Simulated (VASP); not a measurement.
# Cu2O (Cuprite) (Pn-3m) in VASP: a series of runs, part 2 of 2

VASP 6.6.1. Earlier steps stand in the parts before.

## (4) Relaxation of cell and atoms, PBEsol

Contents of INCAR:

```
SYSTEM = Cu2O
ALGO = Normal ; EDIFF = 1E-6
EDIFFG = -0.01 ; ENCUT = 600
GGA = PS ; IBRION = 2
ISIF = 3 ; ISMEAR = 0
KPAR = 2 ; LASPH = .TRUE.
LCHARG = .FALSE. ; LREAL = .FALSE.
LWAVE = .FALSE. ; NELM = 80
NSW = 90 ; PREC = Accurate
SIGMA = 0.03
```

Contents of KPOINTS:

```
k-points
0
G
  6 6 6
  0 0 0
```

Contents of POSCAR:

```
Cu2O
1.0
    4.2600000000      0.0000000000      0.0000000000
    0.0000000000      4.2600000000      0.0000000000
    0.0000000000      0.0000000000      4.2600000000
Cu O
4 2
Direct
    0.2500000000      0.2500000000      0.2500000000
    0.2500000000      0.7500000000      0.7500000000
    0.7500000000      0.7500000000      0.2500000000
    0.7500000000      0.2500000000      0.7500000000
    0.0000000000      0.0000000000      0.0000000000
    0.5000000000      0.5000000000      0.5000000000
```

Started as:

```console
cat potpaw_PBE.64/Cu/POTCAR potpaw_PBE.64/O/POTCAR > POTCAR
mpirun -np 2 vasp_std > vasp.out
```

Run time: 35 s. Hardware: 2 MPI ranks of Intel Xeon 6975P-C (Granite Rapids), shared host; peak memory 0.22 GiB.

It converged, with:

| Item | Value |
| --- | --- |
| Free energy | -29.9724 eV |
| Relaxed volume | 12.62 Å³/atom |
| Relaxed cell | a = 4.231 Å, b = 4.231 Å, c = 4.231 Å, α = 90.00°, β = 90.00°, γ = 90.00° |
| Space group after relaxing (to 0.05 Å) | Pn-3m (No. 224) |
| Energy gained by relaxing | 2.1 meV/atom |
| Ionic steps | 3 |
| Pressure after relaxing | 0.0 GPa |
| Band gap on the k mesh | 0.55 eV, direct |

The path:
```
step  energy change (eV)  largest force (eV/Å)  pressure (GPa)  volume (Å³)
   1              0.0000                0.0000           -2.52        77.31
   2             -0.0099                0.0000            1.14        75.07
   3             -0.0125                0.0000            0.04        75.75
```

Final structure:
```
Cu O
1.0
     4.23113    0.00000    0.00000
     0.00000    4.23113    0.00000
     0.00000    0.00000    4.23113
Cu O
4 2
Direct
  0.25000 0.25000 0.25000
  0.25000 0.75000 0.75000
  0.75000 0.75000 0.25000
  0.75000 0.25000 0.75000
  0.00000 0.00000 0.00000
  0.50000 0.50000 0.50000
```

Levels at points of the mesh, in eV from the valence-band top:
```tsv
k point	band 24	band 25	band 26	band 27	band 28	band 29	band 30	band 31	band 32	band 33
(0.00, 0.00, 0.00)	-1.61	-1.61	0.00	0.00	0.00	0.55	1.11	1.11	8.03	8.03
(0.50, 0.00, 0.00)	-1.73	-1.23	-1.23	-0.41	-0.41	2.29	2.29	4.18	4.18	7.50
(0.50, 0.50, 0.00)	-1.52	-1.24	-1.24	-0.68	-0.68	1.88	1.88	3.87	3.87	6.81
(0.50, 0.50, 0.50)	-1.67	-1.03	-0.59	-0.59	-0.59	2.37	2.37	2.37	4.93	4.93
```

Caveat: the PAW data sets were made with another functional, which shifts forces and pressure a little.

## (5) Relaxation of cell and atoms, PBEsol

This run uses another cell than the first one, of 12.62 Å³/atom, 0.980 times its volume.

Edit INCAR of step 4 so:

```diff
@@ -1,4 +1,4 @@
 SYSTEM = Cu2O
-ALGO = Normal ; EDIFF = 1E-6
-EDIFFG = -0.01 ; ENCUT = 600
+ALGO = Normal ; EDIFF = 1E-7
+EDIFFG = -0.005 ; ENCUT = 600
 GGA = PS ; IBRION = 2
```

KPOINTS is that of step 4.

Contents of POSCAR:

```
Cu2O                                    
1.0
    4.2311326673     -0.0000000000     -0.0000000000
   -0.0000000000      4.2311326673     -0.0000000000
    0.0000000000     -0.0000000000      4.2311326673
  Cu              O             
     4     2
Direct
     0.2500000000000000    0.2500000000000000    0.2500000000000000
     0.2500000000000000    0.7500000000000000    0.7500000000000000
     0.7500000000000000    0.7500000000000000    0.2500000000000000
     0.7500000000000000    0.2500000000000000    0.7500000000000000
     0.0000000000000000    0.0000000000000000    0.0000000000000000
     0.5000000000000000    0.5000000000000000    0.5000000000000000
```

Potentials or basis: VASP PAW PBE potentials, release 64 (Cu, O).

Started as:

```console
cat potpaw_PBE.64/Cu/POTCAR potpaw_PBE.64/O/POTCAR > POTCAR
mpirun -np 2 vasp_std > vasp.out
```

OUTCAR:

```text
SYSTEM = Cu2O
   EDIFF = 1E-7
   EDIFFG = -0.005
   ENCUT = 600
   GGA = PS
   IBRION = 2
   ISIF = 3
   ISMEAR = 0
   LASPH = .TRUE.
   LREAL = .FALSE.
   NELM = 80
   NSW = 90
   PREC = Accurate

 ion  position               nearest neighbor table
   1  0.250  0.250  0.250-   5 1.83   6 1.83
   2  0.250  0.750  0.750-   5 1.83   6 1.83
   3  0.750  0.750  0.250-   5 1.83   6 1.83
   4  0.750  0.250  0.750-   5 1.83   6 1.83
   5  0.000  0.000  0.000-   1 1.83   2 1.83   3 1.83   4 1.83
   6  0.500  0.500  0.500-   1 1.83   2 1.83   3 1.83   4 1.83

[... 923 lines left out ...]
  -------------------------------------------------------------------------------------
  Total        0.0101459      0.0101459      0.0101459      0.0000000     -0.0000000      0.0000000
  in kB        0.2146012      0.2146012      0.2146012      0.0000000     -0.0000000      0.0000000
  external PRESSURE =       0.2146012 kB  Pullay stress =       0.0000000 kB

 VOLUME and BASIS-vectors are now :
 -----------------------------------------------------------------------------
  energy-cutoff  :      600.00
  volume of cell :       75.75
      direct lattice vectors                 reciprocal lattice vectors
     4.231132667  0.000000000  0.000000000     0.236343334  0.000000000  0.000000000
     0.000000000  4.231132667  0.000000000     0.000000000  0.236343334  0.000000000
     0.000000000  0.000000000  4.231132667     0.000000000  0.000000000  0.236343334

 POSITION                                       TOTAL-FORCE (eV/Angst)
 -----------------------------------------------------------------------------------
      1.05778      1.05778      1.05778         0.000000     -0.000000     -0.000000
      1.05778      3.17335      3.17335         0.000000     -0.000000      0.000000
      3.17335      3.17335      1.05778         0.000000      0.000000      0.000000
      3.17335      1.05778      3.17335         0.000000      0.000000     -0.000000
      0.00000      0.00000      0.00000        -0.000000      0.000000      0.000000
      2.11557      2.11557      2.11557        -0.000000      0.000000     -0.000000
 -----------------------------------------------------------------------------------
    total drift:                                0.000000      0.000000      0.000000

  FREE ENERGIE OF THE ION-ELECTRON SYSTEM (eV)
  ---------------------------------------------------
  free  energy   TOTEN  =       -29.9703716370 eV

  energy  without entropy=      -29.9703716370  energy(sigma->0) =      -29.97037164

 reached required accuracy - stopping structural energy minimisation
```

Wall time 16 s (2 MPI ranks of Intel Xeon 6975P-C (Granite Rapids), shared host); peak memory 0.21 GiB.

What came out:

```yaml
Free_energy: -29.9704 eV
Pressure_after_relaxing: 0.0 GPa
Band_gap_on_the_k_mesh: 0.55 eV, direct
```

Final structure:
```
CELL_PARAMETERS angstrom
4.23113 0.00000 0.00000
0.00000 4.23113 0.00000
0.00000 0.00000 4.23113
ATOMIC_POSITIONS crystal
Cu 0.25000 0.25000 0.25000
Cu 0.25000 0.75000 0.75000
Cu 0.75000 0.75000 0.25000
Cu 0.75000 0.25000 0.75000
O 0.00000 0.00000 0.00000
O 0.50000 0.50000 0.50000
```

Caveat: the relaxation stopped at its first step, so nothing moved; the PAW data sets were made with another functional, which shifts forces and pressure a little. Expect the measured gap to be larger: semilocal functionals such as PBEsol lack the derivative discontinuity.
